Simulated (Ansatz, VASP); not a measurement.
## Two plane-wave programs on HfC

```xyz
2
Lattice="0.0000 2.3250 2.3250 2.3250 0.0000 2.3250 2.3250 2.3250 0.0000" Properties=species:S:1:pos:R:3 pbc="T T T"
Hf    2.3250    2.3250    2.3250
C     0.0000    0.0000    0.0000
```

Alike in both runs: task single point; functional PBEsol; k mesh 20 × 20 × 20; occupations gaussian, width 0.15 eV; no spin polarisation.

```csv
,VASP,Ansatz
version,VASP 6.6.1,Ansatz 0.2.0
potentials or method,"VASP PAW PBE potentials, release 64 (Hf_pv, C)","scalar-relativistic, plane waves, PAW"
plane-wave cutoff (eV),520,420
valence electrons in the cell,14,30
```

VASP gave:

* gap on the k mesh at the Fermi level (eV): none
* pressure (GPa): -7.0

Task: What did Ansatz give for the same quantities?

Result: gap on the k mesh at the Fermi level (eV): none; pressure (GPa): -6.5.

A gap of «none» marks a metal or a gap that the smearing closes. The two sets of potentials don't hold the same shells in valence.

Caveats: the PAW data sets were made with another functional, which shifts forces and pressure a little (VASP). Spin-orbit coupling is left out, which matters for the levels of Hf.
